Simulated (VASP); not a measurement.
# PtSe2 (P-3m1) in VASP: band structure with HF

Aim: the band structure of PtSe2 with HF.

Program: VASP 6.6.1. These are calculated values, not measurements. Logs are shortened: lines on timing, memory, paths and dates and some standing lists are left out, and cuts for length are marked.

### 1 The structure

Symmetry: P-3m1, No. 164, trigonal system. The conventional cell has a = 3.770 Å, b = 3.770 Å, c = 4.823 Å, α = 90.00°, β = 90.00°, γ = 120.00°. Pt (site symmetry -3m) has 6 Se at 2.53 Å as nearest neighbours. Se (site symmetry 3m) is surrounded by 3 Pt at 2.53 Å.

### 2 Band structure, HF

POSCAR reads:

```
PtSe2                                   
1.0
    3.7697165229      0.0000000000      0.0000000000
   -1.8848582614      3.2646702700     -0.0000000000
    0.0000000000     -0.0000000000      4.8228352487
  Pt              Se            
     1     2
Direct
     0.0000000000000000    0.0000000000000000    0.0000000000000000
     0.3333333300000021    0.6666666699999979    0.2658071324183012
     0.6666666699999979    0.3333333300000021    0.7341928675816989
```

INCAR.step1 reads:

```
  PREC = Accurate
  ENCUT = 520
  EDIFF = 1E-5
  ISMEAR = 0
  SIGMA = 0.02
  LREAL = F
  LASPH = T
  NELM = 60
  ALGO = Normal
  ISIF = 2
  LWAVE = T
  LCHARG = F
  LMAXMIX = 4
  NBANDS = 18
  KPAR = 4
  GGA = PE
```

INCAR.step2 reads:

```
  PREC = Accurate
  ENCUT = 520
  EDIFF = 1E-7
  ISMEAR = 0
  SIGMA = 0.02
  LREAL = F
  LASPH = T
  NELM = 60
  ALGO = Normal
  ISIF = 2
  LWAVE = F
  LCHARG = F
  LMAXMIX = 4
  GGA = PE
  LHFCALC = T
  AEXX = 1.0
  ALDAC = 0.0
  AGGAC = 0.0
  PRECFOCK = Fast
  HFRCUT = -1
  NBANDS = 18
  KPAR = 4
  ISTART = 1
```

KPOINTS reads:

```
Automatic mesh
0
Gamma
  6 6 4
```

KPOINTS_OPT reads:

```
path GMKGALHA,LM,KH
8
line-mode
reciprocal
 0.0000000000  0.0000000000  0.0000000000  G
 0.5000000000  0.0000000000  0.0000000000  M

 0.5000000000  0.0000000000  0.0000000000  M
 0.3333333333  0.3333333333  0.0000000000  K

 0.3333333333  0.3333333333  0.0000000000  K
 0.0000000000  0.0000000000  0.0000000000  G

 0.0000000000  0.0000000000  0.0000000000  G
 0.0000000000  0.0000000000  0.5000000000  A

 0.0000000000  0.0000000000  0.5000000000  A
 0.5000000000  0.0000000000  0.5000000000  L

 0.5000000000  0.0000000000  0.5000000000  L
 0.3333333333  0.3333333333  0.5000000000  H

 0.3333333333  0.3333333333  0.5000000000  H
 0.0000000000  0.0000000000  0.5000000000  A

 0.5000000000  0.0000000000  0.5000000000  L
 0.5000000000  0.0000000000  0.0000000000  M

 0.3333333333  0.3333333333  0.0000000000  K
 0.3333333333  0.3333333333  0.5000000000  H
```

Potentials or basis: VASP PAW PBE potentials, release 64 (Pt, Se).

Started as:

```sh
$ cat potpaw_PBE.64/Pt/POTCAR potpaw_PBE.64/Se/POTCAR > POTCAR
$ cp INCAR.step1 INCAR
$ mpirun -np 4 vasp_std > vasp.out
$ cp INCAR.step2 INCAR
$ mpirun -np 4 vasp_std > vasp.out
```

OUTCAR:

```text
PREC = Accurate
   ENCUT = 520
   EDIFF = 1E-7
   ISMEAR = 0
   LREAL = F
   LASPH = T
   NELM = 60
   ISIF = 2
   GGA = PE
   LHFCALC = T
   AEXX = 1.0
   PRECFOCK = Fast
   ISTART = 1

 ion  position               nearest neighbor table
   1  0.000  0.000  0.000-   2 2.53   3 2.53   2 2.53   3 2.53   3 2.53   2 2.53
   2  0.333  0.667  0.266-   1 2.53   1 2.53   1 2.53
   3  0.667  0.333  0.734-   1 2.53   1 2.53   1 2.53

  LATTYP: Found a hexagonal cell.
 ALAT       =     3.7697165229
 C/A-ratio  =     1.2793628432

  Lattice vectors:

 A1 = (   3.7697165229,   0.0000000000,   0.0000000000)
 A2 = (  -1.8848582614,   3.2646702700,   0.0000000000)
 A3 = (   0.0000000000,   0.0000000000,   4.8228352487)

Analysis of symmetry for initial positions (statically):
=====================================================================
 Subroutine PRICEL returns:
 Original cell was already a primitive cell.

 Routine SETGRP: Setting up the symmetry group for a
 hexagonal supercell.

 Subroutine GETGRP returns: Found 12 space group operations
 (whereof 12 operations were pure point group operations)
 out of a pool of 24 trial point group operations.

The static configuration has the point symmetry D_3d.

Analysis of symmetry for dynamics (positions and initial velocities):
=====================================================================
 Subroutine PRICEL returns:
 Original cell was already a primitive cell.

 Routine SETGRP: Setting up the symmetry group for a
 hexagonal supercell.

 Subroutine GETGRP returns: Found 12 space group operations
 (whereof 12 operations were pure point group operations)
 out of a pool of 24 trial point group operations.

The dynamic configuration has the point symmetry D_3d.

 Subroutine INISYM returns: Found 12 space group operations
 (whereof 12 operations are pure point group operations),
 and found     1 'primitive' translations

----------------------------------------------------------------------------------------

                                     Primitive cell

  volume of cell :      59.3541

  direct lattice vectors                    reciprocal lattice vectors
[... 90 lines left out ...]
   EDIFFG = 0.1E-05   stopping-criterion for IOM
   NSW    =      0    number of steps for IOM
   IBRION =     -1    ionic relax: 0-MD 1-quasi-New 2-CG
   NFREE  =      0    steps in history (QN), initial steepest desc. (CG)
   ISIF   =      2    stress and relaxation
   ISYM   =      3    0-nonsym 1-usesym 2-fastsym
   POTIM  = 0.5000    time-step for ionic-motion
   TEBEG  =    0.0;   TEEND  =   0.0 temperature during run
   PSTRESS=    0.0 pullay stress
   NELECT =      22.0000    total number of electrons
   NUPDOWN=      -1.0000    fix difference up-down
   EMIN   =  10.00;   EMAX   =-10.00  energy-range for DOS
   EFERMI =   0.00;   METHOD = LEGACY
   ISMEAR =     0;   SIGMA  =   0.02  broadening in eV -4-tet -1-fermi 0-gaus
   EFERMI_NEDOS =   21; number of points for ismear=-14 and -15
   IALGO  =     38    algorithm
   IMIX   =      1    mixing-type and parameters
     AMIX     =   0.40;   BMIX     =  1.00
     AMIX_MAG =   1.60;   BMIX_MAG =  1.00
  volume/ion in A,a.u.               =      19.78       133.51
  Fermi-wavevector in a.u.,A,eV,Ry     =   1.175977  2.222275 18.815802  1.382922
  Thomas-Fermi vector in A             =   2.312349
   LORBIT       =      0    0 simple, 1 ext, 2 COOP (PROOUT), +10 PAW based schemes
   GGA     = PE    functional components
   LHFCALC =     T    Hartree Fock is set to
   PRECFOCK=fast      Normal, Fast or Accurate (Low or Medium for compatibility)
   ENCUT4O =  -1.0   cutoff for four orbital integrals eV
   NKREDX  =     1    reduce k-point grid by
   NKREDY  =     1    reduce k-point grid by
   NKREDZ  =     1    reduce k-point grid by
   AEXX    =    1.0000 exact exchange contribution
   HFSCREEN=    0.0000 screening length (either q_TF or 0.3 A-1)
   HFSCREENC=   0.0000 screening length for correlation (either q_TF or 0.3 A-1)
   ENCUTFOCK=  -1.0 apply spherical cutoff to Coloumb kernel
   IVDW    =     0    specifies the selected vdW correction
   LEPSILON=     F    determine dielectric tensor
   LRPA    =     F    only Hartree local field effects (RPA)
 non-spin polarized calculation
 Gauss-broadening in eV      SIGMA  =   0.02
  energy-cutoff  :      520.00
  volume of cell :       59.35
 maximum number of plane-waves:      1620
  NGX = 16; NGY = 16; NGZ = 20

 number of electron      21.9999996 magnetization

 Free energy of the ion-electron system (eV)
  ---------------------------------------------------
  ext. energy  EPLUGINS =         0.00000000
  ---------------------------------------------------
  free energy    TOTEN  =       -28.52580174 eV

  energy without entropy =      -28.52580174  energy(sigma->0) =      -28.52580174

 E-fermi :   6.5493     XC(G=0):   0.0000

 val. band max:        6.3680042477   @ k =   0.0000   0.0000   0.0000
 cond. band min:      10.2587214841   @ k =   0.0000   0.3333   0.2500
 fundamental gap:      3.8907172364
 Fermi energy:         6.5492901405

 k-point     1 :       0.0000    0.0000    0.0000
  band No.  band energies     occupation
      1     -16.7550      2.00000
      2     -12.1905      2.00000
      3      -5.9271      2.00000
      4      -4.3882      2.00000
      5      -4.3882      2.00000
      6      -2.4697      2.00000
[... 481 lines left out ...]
      5      -3.3717      2.00000
      6      -2.9302      2.00000
[... 10 lines left out ...]
     17      19.8647      0.00000
     18      22.5713      0.00000

------------------------ aborting loop because EDIFF is reached ----------------------------------------

  FORCE on cell =-STRESS in cart. coord.  units (eV):
  Direction    XX          YY          ZZ          XY          YZ          ZX
  --------------------------------------------------------------------------------------
  -------------------------------------------------------------------------------------
  Total       -0.0964044     -0.0964044      3.2521668     -0.0000000      0.0000000     -0.0000000
  in kB       -2.6022966     -2.6022965     87.7875541     -0.0000000      0.0000000     -0.0000000
  external PRESSURE =      27.5276537 kB  Pullay stress =       0.0000000 kB

 VOLUME and BASIS-vectors are now :
 -----------------------------------------------------------------------------
  energy-cutoff  :      520.00
  volume of cell :       59.35
      direct lattice vectors                 reciprocal lattice vectors
     3.769716523  0.000000000  0.000000000     0.265271936  0.153154824  0.000000000
    -1.884858261  3.264670270  0.000000000     0.000000000  0.306309648  0.000000000
     0.000000000  0.000000000  4.822835249     0.000000000  0.000000000  0.207346913

 POSITION                                       TOTAL-FORCE (eV/Angst)
 -----------------------------------------------------------------------------------
      0.00000      0.00000      0.00000         0.000000      0.000000      0.000000
     -0.00000      2.17645      1.28194        -0.000000      0.000000     -1.284273
      1.88486      1.08822      3.54089        -0.000000      0.000000      1.284273
 -----------------------------------------------------------------------------------
    total drift:                                0.000000     -0.000000     -0.000000

  FREE ENERGIE OF THE ION-ELECTRON SYSTEM (eV)
  ---------------------------------------------------
  free  energy   TOTEN  =       -28.5258017436 eV

  energy  without entropy=      -28.5258017436  energy(sigma->0) =      -28.52580174
```

Run time: 33 min. Hardware: 4 MPI ranks of Intel Xeon Platinum 8488C (Sapphire Rapids), shared host; peak memory 0.27 GiB.

What came out:

```yaml
Free_energy: -28.5258 eV
Pressure: 2.8 GPa
Largest_force: 1.284 eV/Å
Band_gap_on_the_k_mesh: 3.89 eV, indirect (least direct gap 4.81 eV)
Band_gap_along_the_path: 3.71 eV, indirect (least direct gap 4.81 eV)
```

Forces in eV/Å, atoms in the order of the input:
```
Pt   0.000  0.000  0.000
Se   0.000  0.000 -1.284
Se   0.000  0.000  1.284
```

Levels at the corners of the path, in eV from the valence-band top:
```
point  band 8  band 9  band 10  band 11  band 12  band 13  band 14  band 15
    Γ   -7.00   -2.57    -2.57     0.00     4.81     4.81     8.19     9.92
    M   -6.87   -6.41    -6.20    -5.95     4.68     7.32     9.96    11.49
    M   -6.87   -6.41    -6.20    -5.95     4.68     7.32     9.96    11.49
    K   -9.05   -4.65    -4.65    -4.37     4.01     4.01     9.08    13.16
    K   -9.05   -4.65    -4.65    -4.37     4.01     4.01     9.08    13.16
    Γ   -7.00   -2.57    -2.57     0.00     4.81     4.81     8.19     9.92
    Γ   -7.00   -2.57    -2.57     0.00     4.81     4.81     8.19     9.92
    A   -4.98   -4.40    -3.41    -3.41     6.86     6.86    10.01    11.70
    A   -4.98   -4.40    -3.41    -3.41     6.86     6.86    10.01    11.70
    L   -8.28   -7.06    -4.90    -2.77     4.49     6.08    10.17    10.63
    L   -8.28   -7.06    -4.90    -2.77     4.49     6.08    10.17    10.63
    H   -7.54   -7.31    -6.77    -6.77     7.11     7.11    13.17    13.42
    H   -7.54   -7.31    -6.77    -6.77     7.11     7.11    13.17    13.41
    A   -4.98   -4.40    -3.41    -3.41     6.86     6.86    10.01    11.70
    L   -8.28   -7.06    -4.90    -2.77     4.49     6.08    10.17    10.63
    M   -6.87   -6.41    -6.20    -5.95     4.68     7.32     9.96    11.49
    K   -9.05   -4.65    -4.65    -4.37     4.01     4.01     9.08    13.16
    H   -7.54   -7.31    -6.77    -6.77     7.11     7.11    13.17    13.41
```

Caveat: the PAW data sets were made with another functional, which shifts forces and pressure a little; spin-orbit coupling is left out, which moves the levels of the heavy elements; the mesh misses the band edges, which the band path finds closer together.
